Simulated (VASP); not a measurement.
# P in VASP: further runs

One sheet, P, is run at these levels: LDA, SCAN; tasks: single point.

Everything below comes from runs of VASP 6.6.1. Logs are shortened: lines on timing, memory, paths and dates and some standing lists are left out, and cuts for length are marked.

## 1. The structure

The cell holds a sheet with vacuum, 4 atoms: a = 3.314 Å, b = 4.376 Å, c = 18.131 Å, α = 90.00°, β = 90.00°, γ = 90.00°.

The cell was built by a generator and needn't be a form met in nature.

## 2. Single point, LDA

The input, INCAR:

```
SYSTEM = P
PREC     = Accurate       ! precision mode
ENCUT    = 520            ! plane-wave cutoff, eV
EDIFF    = 1E-7           ! SCF threshold, eV
ISMEAR   = -1             ! smearing method
SIGMA    = 0.05           ! smearing width, eV
LREAL    = .FALSE.        ! projectors in reciprocal space
LASPH    = .TRUE.         ! aspherical terms in the spheres
NELM     = 80             ! most SCF steps
ALGO     = Normal         ! electronic algorithm
ISIF     = 2              ! what is computed and relaxed
LWAVE    = .FALSE.        ! write WAVECAR
LCHARG   = .TRUE.         ! write CHGCAR
GGA      = CA             ! functional
LELF     = .TRUE.         ! ELF
LVHAR    = .TRUE.       
LVACPOTAV= .TRUE.       
NBANDS   = 18             ! bands
```

The input, KPOINTS:

```
Automatic mesh
0
G
  12 9 1
  0 0 0
```

The input, POSCAR:

```
P
1.0
    3.3136000000      0.0000000000      0.0000000000
    0.0000000000      4.3763000000      0.0000000000
    0.0000000000      0.0000000000     18.1308060800
P
4
Direct
    0.0000000000      0.0805600000      0.5587620338
    0.0000000000      0.9194400000      0.4412379662
    0.5000000000      0.5805600000      0.4412379662
    0.5000000000      0.4194400000      0.5587620338
```

Potentials or basis: VASP PAW LDA potentials, release 64 (P).

On the command line:

```
$ cat potpaw_LDA.64/P/POTCAR > POTCAR
$ mpirun -np 1 vasp_std > vasp.out
```

OUTCAR:

```text
SYSTEM = P
   PREC = Accurate
   ENCUT = 520
   EDIFF = 1E-7
   ISMEAR = -1
   LREAL = .FALSE.
   LASPH = .TRUE.
   NELM = 80
   ISIF = 2
   GGA = CA

 ion  position               nearest neighbor table
   1  0.000  0.081  0.559-   4 2.22   4 2.22   2 2.24
   2  0.000  0.919  0.441-   3 2.22   3 2.22   1 2.24
   3  0.500  0.581  0.441-   2 2.22   2 2.22   4 2.24
   4  0.500  0.419  0.559-   1 2.22   1 2.22   3 2.24

  LATTYP: Found a simple orthorhombic cell.
 ALAT       =     3.3136000000
 B/A-ratio  =     1.3207085949
 C/A-ratio  =     5.4716338967

  Lattice vectors:

 A1 = (   3.3136000000,   0.0000000000,   0.0000000000)
 A2 = (   0.0000000000,   4.3763000000,   0.0000000000)
 A3 = (   0.0000000000,   0.0000000000,  18.1308060800)

Analysis of symmetry for initial positions (statically):
=====================================================================
 Subroutine PRICEL returns:
 Original cell was already a primitive cell.

 Routine SETGRP: Setting up the symmetry group for a
 simple orthorhombic supercell.

 Subroutine GETGRP returns: Found  8 space group operations
 (whereof  4 operations were pure point group operations)
 out of a pool of  8 trial point group operations.

The static configuration has the point symmetry C_2h.
 The point group associated with its full space group is D_2h.

Analysis of symmetry for dynamics (positions and initial velocities):
=====================================================================
 Subroutine PRICEL returns:
 Original cell was already a primitive cell.

 Routine SETGRP: Setting up the symmetry group for a
 simple orthorhombic supercell.

 Subroutine GETGRP returns: Found  8 space group operations
 (whereof  4 operations were pure point group operations)
 out of a pool of  8 trial point group operations.

The dynamic configuration has the point symmetry C_2h.
 The point group associated with its full space group is D_2h.

 Subroutine INISYM returns: Found  8 space group operations
 (whereof  4 operations are pure point group operations),
 and found     1 'primitive' translations

----------------------------------------------------------------------------------------

                                     Primitive cell

  volume of cell :     262.9204

  direct lattice vectors                    reciprocal lattice vectors
     3.313600000  0.000000000  0.000000000     0.301786577  0.000000000  0.000000000
     0.000000000  4.376300000  0.000000000     0.000000000  0.228503530  0.000000000
     0.000000000  0.000000000 18.130806080     0.000000000  0.000000000  0.055154746

  length of vectors
     3.313600000  4.376300000 18.130806080     0.301786577  0.228503530  0.055154746

  position of ions in fractional coordinates (direct lattice)
     0.000000000  0.080560000  0.558762034
     0.000000000  0.919440000  0.441237966
     0.500000000  0.580560000  0.441237966
     0.500000000  0.419440000  0.558762034

  ion indices of the primitive-cell ions
   primitive index   ion index
                 1           1
                 2           2
                 3           3
                 4           4

----------------------------------------------------------------------------------------

 KPOINTS: Automatic mesh

Automatic generation of k-mesh.
 Grid dimensions read from file:
 generate k-points for:   12    9    1

 Generating k-lattice:

  Cartesian coordinates                     Fractional coordinates (reciprocal lattice)
     0.025148881  0.000000000  0.000000000     0.083333333  0.000000000  0.000000000
     0.000000000  0.025389281  0.000000000     0.000000000  0.111111111  0.000000000
     0.000000000  0.000000000  0.055154746     0.000000000  0.000000000  1.000000000

  Length of vectors
     0.025148881  0.025389281  0.055154746

  Shift w.r.t. Gamma in fractional coordinates (k-lattice)
     0.000000000  0.000000000  0.000000000

 Subroutine IBZKPT returns following result:
 ===========================================

 Found     35 irreducible k-points:

 Following reciprocal coordinates:
            Coordinates               Weight
  0.000000  0.000000  0.000000      1.000000
  0.083333  0.000000  0.000000      2.000000
  0.166667  0.000000  0.000000      2.000000
  0.250000  0.000000  0.000000      2.000000
  0.333333  0.000000  0.000000      2.000000
  0.416667  0.000000  0.000000      2.000000
[... 16 lines left out ...]
  0.083333  0.333333  0.000000      4.000000
  0.166667  0.333333  0.000000      4.000000
 [... further k-points ...]
   k-points           NKPTS =     35   k-points in BZ     NKDIM =     35   number of bands    NBANDS=     18
   number of dos      NEDOS =    301   number of ions     NIONS =      4
   total plane-waves  NPLWV = 141120
   dimension x,y,z NGX =    28 NGY =   36 NGZ =  140
   dimension x,y,z NGXF=    56 NGYF=   72 NGZF=  280
   ions per type =               4
   NGX,Y,Z   is equivalent  to a cutoff of  14.05, 13.68, 12.84 a.u.
   NGXF,Y,Z  is equivalent  to a cutoff of  28.10, 27.35, 25.67 a.u.
 SYSTEM =  P
   PREC   = accura    normal or accurate (medium, high low for compatibility)
   ISTART =      0    job   : 0-new  1-cont  2-samecut
   ICHARG =      2    charge: 1-file 2-atom 10-const
   ISPIN  =      1    spin polarized calculation?
   LNONCOLLINEAR =      F non collinear calculations
   LSORBIT =      F    spin-orbit coupling
   LASPH  =      T    aspherical Exc in radial PAW
   ENCUT  =  520.0 eV  38.22 Ry    6.18 a.u.   6.16  8.14 33.71*2*pi/ulx,y,z
   NELM   =     80;   NELMIN=  2; NELMDL= -5     # of ELM steps
   EDIFF  = 0.1E-06   stopping-criterion for ELM
   LREAL  =      F    real-space projection
   EDIFFG = 0.1E-05   stopping-criterion for IOM
   NSW    =      0    number of steps for IOM
   IBRION =     -1    ionic relax: 0-MD 1-quasi-New 2-CG
   NFREE  =      0    steps in history (QN), initial steepest desc. (CG)
   ISIF   =      2    stress and relaxation
   ISYM   =      2    0-nonsym 1-usesym 2-fastsym
   POTIM  = 0.5000    time-step for ionic-motion
   TEBEG  =    0.0;   TEEND  =   0.0 temperature during run
   PSTRESS=    0.0 pullay stress
   NELECT =      20.0000    total number of electrons
   NUPDOWN=      -1.0000    fix difference up-down
   EMIN   =  10.00;   EMAX   =-10.00  energy-range for DOS
   EFERMI =   0.00;   METHOD = LEGACY
   ISMEAR =    -1;   SIGMA  =   0.05  broadening in eV -4-tet -1-fermi 0-gaus
   EFERMI_NEDOS =   21; number of points for ismear=-14 and -15
   IALGO  =     38    algorithm
   IMIX   =      4    mixing-type and parameters
     AMIX     =   0.40;   BMIX     =  1.00
     AMIX_MAG =   1.60;   BMIX_MAG =  1.00
  volume/ion in A,a.u.               =      65.73       443.57
  Fermi-wavevector in a.u.,A,eV,Ry     =   0.693655  1.310818  6.546538  0.481157
  Thomas-Fermi vector in A             =   1.775929
   LORBIT       =      0    0 simple, 1 ext, 2 COOP (PROOUT), +10 PAW based schemes
   GGA     = CA    functional components
   LHFCALC =     F    Hartree Fock is set to
   AEXX    =    0.0000 exact exchange contribution
   IVDW    =     0    specifies the selected vdW correction
   LEPSILON=     F    determine dielectric tensor
   LRPA    =     F    only Hartree local field effects (RPA)
 non-spin polarized calculation
  energy-cutoff  :      520.00
  volume of cell :      262.92
 maximum number of plane-waves:      7109
 NGX is ok and might be reduce to    28
   NGX = 13   NGY = 17   NGZ = 67

 number of electron      19.9999997 magnetization

 Free energy of the ion-electron system (eV)
  ---------------------------------------------------
  ext. energy  EPLUGINS =         0.00000000
  ---------------------------------------------------
  free energy    TOTEN  =       -23.74370945 eV

  energy without entropy =      -23.74364381  energy(sigma->0) =      -23.74367663

 E-fermi :  -1.5173     XC(G=0):  -3.5104

 val. band max:       -1.8352972585   @ k =   0.0000   0.0000   0.0000
 cond. band min:      -1.2323251800   @ k =   0.0000   0.0000   0.0000
 fundamental gap:      0.6029720785
 Fermi energy:        -1.5172716458

 k-point     1 :       0.0000    0.0000    0.0000
  band No.  band energies     occupation
      1     -17.0140      2.00000
      2     -14.3516      2.00000
      3     -10.7796      2.00000
      4      -7.6649      2.00000
      5      -6.6155      2.00000
      6      -6.3104      2.00000
[... 10 lines left out ...]
     17       3.7070      0.00000
     18       4.2221      0.00000

 k-point     2 :       0.0833    0.0000    0.0000
  band No.  band energies     occupation
      1     -16.9317      2.00000
      2     -14.2662      2.00000
      3     -10.8371      2.00000
      4      -7.5994      2.00000
      5      -6.5410      2.00000
      6      -6.4193      2.00000
[... 10 lines left out ...]
     17       3.7757      0.00000
     18       3.8085      0.00000

 k-point     3 :       0.1667    0.0000    0.0000
  band No.  band energies     occupation
      1     -16.6860      2.00000
      2     -14.0108      2.00000
      3     -11.0664      2.00000
      4      -7.4084      2.00000
      5      -6.9406      2.00000
      6      -6.6243      2.00000
[... 10 lines left out ...]
     17       3.0768      0.00000
     18       3.5132      0.00000

 k-point     4 :       0.2500    0.0000    0.0000
  band No.  band energies     occupation
      1     -16.2800      2.00000
      2     -13.5868      2.00000
      3     -11.5795      2.00000
      4      -7.9645      2.00000
      5      -7.1143      2.00000
      6      -7.1001      2.00000
[... 375 lines left out ...]
      4      -9.4705      2.00000
      5      -5.8102      2.00000
      6      -4.9684      2.00000
[... 10 lines left out ...]
     17       3.4831      0.00000
     18       3.9340      0.00000

 k-point    23 :       0.0833    0.3333    0.0000
  band No.  band energies     occupation
      1     -16.3279      2.00000
      2     -14.9223      2.00000
      3     -11.0140      2.00000
      4      -9.4285      2.00000
      5      -5.7965      2.00000
      6      -5.7707      2.00000
[... 10 lines left out ...]
     17       3.5736      0.00000
     18       3.9314      0.00000

 k-point    24 :       0.1667    0.3333    0.0000
  band No.  band energies     occupation
      1     -16.0885      2.00000
      2     -14.6908      2.00000
      3     -10.9774      2.00000
      4      -9.3404      2.00000
      5      -6.9200      2.00000
      6      -6.0244      2.00000
[... 10 lines left out ...]
     17       3.7228      0.00000
     18       3.8387      0.00000

 [... further k-points ...]

------------------------ aborting loop because EDIFF is reached ----------------------------------------

  FORCE on cell =-STRESS in cart. coord.  units (eV):
  Direction    XX          YY          ZZ          XY          YZ          ZX
  --------------------------------------------------------------------------------------
  -------------------------------------------------------------------------------------
  Total       -1.6197757     -0.9775457     -0.8609012      0.0000000     -0.0000000      0.0000000
  in kB       -9.8705461     -5.9569423     -5.2461371      0.0000000     -0.0000000      0.0000000
  external PRESSURE =      -7.0245418 kB  Pullay stress =       0.0000000 kB

 VOLUME and BASIS-vectors are now :
 -----------------------------------------------------------------------------
  energy-cutoff  :      520.00
  volume of cell :      262.92
      direct lattice vectors                 reciprocal lattice vectors
     3.313600000  0.000000000  0.000000000     0.301786577  0.000000000  0.000000000
     0.000000000  4.376300000  0.000000000     0.000000000  0.228503530  0.000000000
     0.000000000  0.000000000 18.130806080     0.000000000  0.000000000  0.055154746

 POSITION                                       TOTAL-FORCE (eV/Angst)
 -----------------------------------------------------------------------------------
      0.00000      0.35255     10.13081        -0.000000      0.136678     -0.198576
      0.00000      4.02375      8.00000         0.000000     -0.136678      0.198576
      1.65680      2.54070      8.00000        -0.000000      0.136678      0.198576
      1.65680      1.83560     10.13081         0.000000     -0.136678     -0.198576
 -----------------------------------------------------------------------------------
    total drift:                               -0.000000     -0.000000     -0.000000

  FREE ENERGIE OF THE ION-ELECTRON SYSTEM (eV)
  ---------------------------------------------------
  free  energy   TOTEN  =       -23.7437094516 eV

  energy  without entropy=      -23.7436438113  energy(sigma->0) =      -23.74367663
```

Run time: 3 min. Hardware: 1 thread of Intel Xeon Platinum 8488C (Sapphire Rapids), shared host; peak memory 0.34 GiB.

Results:

```yaml
Free_energy: -23.7437 eV
Largest_force: 0.241 eV/Å
Band_gap_on_the_k_mesh: 0.60 eV, direct
```

Forces in eV/Å, atoms in the order of the input:
```
P    0.000  0.137 -0.199
P    0.000 -0.137  0.199
P    0.000  0.137  0.199
P    0.000 -0.137 -0.199
```

Levels at points of the mesh, in eV from the valence-band top:
```
           k point  band 7  band 8  band 9  band 10  band 11  band 12  band 13  band 14
(0.00, 0.00, 0.00)   -3.60   -1.98   -1.86     0.00     0.60     1.38     2.56     3.41
(0.50, 0.00, 0.00)   -2.75   -2.75   -2.09    -2.09     1.22     1.22     1.78     1.78
```

## 3. Single point, SCAN

Edit INCAR of step 2 so:

```diff
@@ -13,3 +13,4 @@
 LCHARG   = .TRUE.         ! write CHGCAR
-GGA      = CA             ! functional
+METAGGA  = SCAN           ! meta-GGA
+LMIXTAU  = .TRUE.       
 LELF     = .TRUE.         ! ELF
```

KPOINTS is that of step 2.

POSCAR is that of step 2.

Potentials or basis: VASP PAW PBE potentials, release 64 (P).

On the command line:

```
$ cat potpaw_PBE.64/P/POTCAR > POTCAR
$ mpirun -np 1 vasp_std > vasp.out
```

Wall time 41 min (1 thread of Intel Xeon Platinum 8488C (Sapphire Rapids), shared host); peak memory 0.45 GiB.

The run converged. Its results:

```
Free energy            : -41.3779 eV
Largest force          : 0.412 eV/Å
Band gap on the k mesh : 0.93 eV, direct
```

Forces on the atoms (eV/Å):
```
P    0.000  0.356 -0.208
P    0.000 -0.356  0.208
P    0.000  0.356  0.208
P    0.000 -0.356 -0.208
```

Levels at points of the mesh, in eV from the valence-band top:
```
           k point  band 8  band 9  band 10  band 11  band 12  band 13
(0.00, 0.00, 0.00)   -2.03   -1.97     0.00     0.93     1.87     3.12
(0.50, 0.00, 0.00)   -2.85   -2.08    -2.08     1.65     1.65     2.17
```

Caveat: the PAW data sets were made with another functional, which shifts forces and pressure a little. SCAN opens gaps a little over a GGA but as a rule still falls short of measured ones.
